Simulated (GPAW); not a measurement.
A run of GPAW 26.7.0 is set up as follows.

Contents of run.py:

```python
import spglib
from ase import Atoms
from ase.dft.bandgap import bandgap
from ase.io import read, write
from ase.units import GPa
from gpaw import GPAW, PW, setup_paths

setup_paths.insert(0, '.')

atoms = read('SnTe.cif')
cell, positions, numbers = spglib.find_primitive(
    (atoms.cell[:], atoms.get_scaled_positions(), atoms.numbers), symprec=1e-4)
atoms = Atoms(numbers, cell=cell, scaled_positions=positions, pbc=True)

calc = GPAW(mode=PW(450),
            xc='PBE',
            kpts={'size': (6, 6, 6), 'gamma': True},
            occupations={'name': 'fermi-dirac', 'width': 0.01},
            setups={'Sn': 'jth', 'Te': 'jth'},
            nbands=-9,
            convergence={'density': 1e-05, 'energy': 1e-05},
            maxiter=150,
            txt='gpaw.txt')
atoms.calc = calc
energy = atoms.get_potential_energy()
forces = atoms.get_forces()
stress = atoms.get_stress()
calc.write('gs.gpw')
write('result.traj', atoms)
print(f'Energy: {energy:.6f} eV')
print('Forces (eV/A):')
print(forces.round(4))
print('Stress (GPa):', (stress / GPa).round(3))
print('Fermi level:', round(calc.get_fermi_level(), 4), 'eV')
print(f'Gap: {bandgap(calc)[0]:.4f} eV, direct: {bandgap(calc, direct=True)[0]:.4f} eV')
```

The input SnTe.cif:

```cif
data_SnTe
_cell_length_a 6.30170000
_cell_length_b 6.30170000
_cell_length_c 6.30170000
_cell_angle_alpha 90.00000000
_cell_angle_beta 90.00000000
_cell_angle_gamma 90.00000000
_space_group_name_H-M_alt 'Fm-3m'
_space_group_name_Hall '-F 4 2 3'
_space_group_IT_number 225
loop_
_space_group_symop_operation_xyz
'x,y,z'
'-x,-y,-z'
'-y,x,z'
'y,-x,-z'
'-x,-y,z'
'x,y,-z'
'y,-x,z'
'-y,x,-z'
'x,-y,-z'
'-x,y,z'
'-y,-x,-z'
'y,x,z'
'-x,y,-z'
'x,-y,z'
'y,x,-z'
'-y,-x,z'
'z,x,y'
'-z,-x,-y'
'z,-y,x'
'-z,y,-x'
'z,-x,-y'
'-z,x,y'
'z,y,-x'
'-z,-y,x'
'-z,x,-y'
'z,-x,y'
'-z,-y,-x'
'z,y,x'
'-z,-x,y'
'z,x,-y'
'-z,y,x'
'z,-y,-x'
'y,z,x'
'-y,-z,-x'
'x,z,-y'
'-x,-z,y'
'-y,z,-x'
'y,-z,x'
'-x,z,y'
'x,-z,-y'
'-y,-z,x'
'y,z,-x'
'-x,-z,-y'
'x,z,y'
'y,-z,-x'
'-y,z,x'
'x,-z,y'
'-x,z,-y'
'x,y+1/2,z+1/2'
'-x,-y+1/2,-z+1/2'
'-y,x+1/2,z+1/2'
'y,-x+1/2,-z+1/2'
'-x,-y+1/2,z+1/2'
'x,y+1/2,-z+1/2'
'y,-x+1/2,z+1/2'
'-y,x+1/2,-z+1/2'
'x,-y+1/2,-z+1/2'
'-x,y+1/2,z+1/2'
'-y,-x+1/2,-z+1/2'
[... 41 lines left out ...]
'-x+1/2,-y,z+1/2'
'x+1/2,y,-z+1/2'
'y+1/2,-x,z+1/2'
'-y+1/2,x,-z+1/2'
'x+1/2,-y,-z+1/2'
'-x+1/2,y,z+1/2'
'-y+1/2,-x,-z+1/2'
'y+1/2,x,z+1/2'
'-x+1/2,y,-z+1/2'
'x+1/2,-y,z+1/2'
'y+1/2,x,-z+1/2'
'-y+1/2,-x,z+1/2'
'z+1/2,x,y+1/2'
'-z+1/2,-x,-y+1/2'
'z+1/2,-y,x+1/2'
'-z+1/2,y,-x+1/2'
'z+1/2,-x,-y+1/2'
'-z+1/2,x,y+1/2'
'z+1/2,y,-x+1/2'
'-z+1/2,-y,x+1/2'
'-z+1/2,x,-y+1/2'
'z+1/2,-x,y+1/2'
'-z+1/2,-y,-x+1/2'
'z+1/2,y,x+1/2'
'-z+1/2,-x,y+1/2'
'z+1/2,x,-y+1/2'
'-z+1/2,y,x+1/2'
'z+1/2,-y,-x+1/2'
'y+1/2,z,x+1/2'
'-y+1/2,-z,-x+1/2'
'x+1/2,z,-y+1/2'
'-x+1/2,-z,y+1/2'
'-y+1/2,z,-x+1/2'
'y+1/2,-z,x+1/2'
'-x+1/2,z,y+1/2'
'x+1/2,-z,-y+1/2'
'-y+1/2,-z,x+1/2'
'y+1/2,z,-x+1/2'
'-x+1/2,-z,-y+1/2'
'x+1/2,z,y+1/2'
'y+1/2,-z,-x+1/2'
'-y+1/2,z,x+1/2'
'x+1/2,-z,y+1/2'
'-x+1/2,z,-y+1/2'
'x+1/2,y+1/2,z'
'-x+1/2,-y+1/2,-z'
'-y+1/2,x+1/2,z'
'y+1/2,-x+1/2,-z'
'-x+1/2,-y+1/2,z'
'x+1/2,y+1/2,-z'
'y+1/2,-x+1/2,z'
'-y+1/2,x+1/2,-z'
'x+1/2,-y+1/2,-z'
'-x+1/2,y+1/2,z'
'-y+1/2,-x+1/2,-z'
'y+1/2,x+1/2,z'
'-x+1/2,y+1/2,-z'
'x+1/2,-y+1/2,z'
'y+1/2,x+1/2,-z'
'-y+1/2,-x+1/2,z'
'z+1/2,x+1/2,y'
'-z+1/2,-x+1/2,-y'
'z+1/2,-y+1/2,x'
'-z+1/2,y+1/2,-x'
'z+1/2,-x+1/2,-y'
'-z+1/2,x+1/2,y'
'z+1/2,y+1/2,-x'
'-z+1/2,-y+1/2,x'
'-z+1/2,x+1/2,-y'
'z+1/2,-x+1/2,y'
'-z+1/2,-y+1/2,-x'
'z+1/2,y+1/2,x'
'-z+1/2,-x+1/2,y'
'z+1/2,x+1/2,-y'
'-z+1/2,y+1/2,x'
'z+1/2,-y+1/2,-x'
'y+1/2,z+1/2,x'
'-y+1/2,-z+1/2,-x'
'x+1/2,z+1/2,-y'
'-x+1/2,-z+1/2,y'
'-y+1/2,z+1/2,-x'
'y+1/2,-z+1/2,x'
'-x+1/2,z+1/2,y'
'x+1/2,-z+1/2,-y'
'-y+1/2,-z+1/2,x'
'y+1/2,z+1/2,-x'
'-x+1/2,-z+1/2,-y'
'x+1/2,z+1/2,y'
'y+1/2,-z+1/2,-x'
'-y+1/2,z+1/2,x'
'x+1/2,-z+1/2,y'
'-x+1/2,z+1/2,-y'
loop_
_atom_site_label
_atom_site_type_symbol
_atom_site_symmetry_multiplicity
_atom_site_Wyckoff_symbol
_atom_site_fract_x
_atom_site_fract_y
_atom_site_fract_z
_atom_site_occupancy
Te1 Te 4 b 0.5000000000 0.0000000000 0.0000000000 1
Sn1 Sn 4 a 0.0000000000 0.0000000000 0.0000000000 1
```

Potentials or basis: JTH PAW 2.0, PBE, pw.

Launch:

```bash
$ OMP_NUM_THREADS=1 python run.py
```

**Question.** Predict the band gap on the k mesh.

**Answer.** 0.12 eV, direct.

**Question.** Estimate the pressure.

**Answer.** 2.4 GPa.

Caveat: the cutoff is short for stress and forces, so pressures can be off by a GPa or more; the program truncates these outside data sets; spin-orbit coupling is left out, which moves the levels of the heavy elements.

**Measured values to compare with.**

From a printed reference work, textbook, for a bulk crystal of SnTe at 300 K: band gap 0.18 eV (direct).

A measured gap of SnTe is 0.18 eV (direct; 300 K; a printed reference work, textbook); the calculated 0.12 eV misses it by -0.06 eV. Spin-orbit coupling on Sn, Te is left out. The value is that of PBE on a finite k mesh, which can miss the band edges, without temperature or zero-point motion. Semilocal functionals fall short of measured gaps as a rule.
